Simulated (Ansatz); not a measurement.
Starting cell, BeO (wurtzite):

```yaml
crystal:
  lattice:
    - [5.42363, 0.00000, 0.00000]
    - [-1.35591, 2.34850, 0.00000]
    - [0.00000, 0.00000, 4.40456]
  atoms:
    - { symbol: Be, position: [0.33333, 0.33333, 0.00149] }
    - { symbol: Be, position: [0.83333, 0.33333, 0.00149] }
    - { symbol: Be, position: [0.16667, 0.66667, 0.50149] }
    - { symbol: Be, position: [0.66667, 0.66667, 0.50149] }
    - { symbol: O, position: [0.33333, 0.33333, 0.62371] }
    - { symbol: O, position: [0.83333, 0.33333, 0.62371] }
    - { symbol: O, position: [0.16667, 0.66667, 0.12371] }
    - { symbol: O, position: [0.66667, 0.66667, 0.12371] }
```

The atoms are displaced by Q × the pattern below (from a DFPT mode at M = (0.5, 0.0, 0.0), largest move 1; Q in Å), at fixed cell. (q is in reciprocal vectors of the primitive cell; the cell shown is doubled to hold the pattern.)

```json
[
 {"atom": "Be1", "x": "-0.524", "y": "-0.302", "z": "-0.797"},
 {"atom": "Be2", "x": "0.524", "y": "0.302", "z": "0.797"},
 {"atom": "Be3", "x": "-0.524", "y": "-0.302", "z": "0.797"},
 {"atom": "Be4", "x": "0.524", "y": "0.302", "z": "-0.797"},
 {"atom": "O5", "x": "-0.457", "y": "-0.264", "z": "0.415"},
 {"atom": "O6", "x": "0.457", "y": "0.264", "z": "-0.415"},
 {"atom": "O7", "x": "-0.457", "y": "-0.264", "z": "-0.415"},
 {"atom": "O8", "x": "0.457", "y": "0.264", "z": "0.415"}
]
```

Level of theory: PBE (plane waves to 420 eV, PAW, scalar-relativistic; Ansatz, a program for electronic structure). k mesh 7×14×8 (Γ-centred), Fermi-Dirac smearing 0.05 eV. BeO was relaxed with its symmetry unable to fall. 

```json
[
 {"Q (Å)": "-0.180", "−dE/dQ from forces (eV/Å)": "25.347"},
 {"Q (Å)": "-0.150", "−dE/dQ from forces (eV/Å)": "19.631"},
 {"Q (Å)": "-0.120", "−dE/dQ from forces (eV/Å)": "14.750"},
 {"Q (Å)": "-0.090", "−dE/dQ from forces (eV/Å)": "10.517"},
 {"Q (Å)": "-0.060", "−dE/dQ from forces (eV/Å)": "6.756"},
 {"Q (Å)": "-0.030", "−dE/dQ from forces (eV/Å)": "3.302"},
 {"Q (Å)": "0.000", "−dE/dQ from forces (eV/Å)": "0.000"},
 {"Q (Å)": "0.030", "−dE/dQ from forces (eV/Å)": "-3.302"},
 {"Q (Å)": "0.060", "−dE/dQ from forces (eV/Å)": "-6.756"},
 {"Q (Å)": "0.090", "−dE/dQ from forces (eV/Å)": "-10.517"},
 {"Q (Å)": "0.120", "−dE/dQ from forces (eV/Å)": "-14.750"},
 {"Q (Å)": "0.150", "−dE/dQ from forces (eV/Å)": "-19.631"},
 {"Q (Å)": "0.180", "−dE/dQ from forces (eV/Å)": "-25.347"}
]
```

What harmonic wavenumber does the curvature at Q = 0 give?

676 cm⁻¹. E″ = 109.24 eV/Å², M = Σ mᵢ|uᵢ|² = 64.9 u, ν̃ = 521.5·√(|E″|/M).

(For displaced atoms, the force is minus the slope of the energy, and its curvature is a force constant, which sets phonon frequencies.)
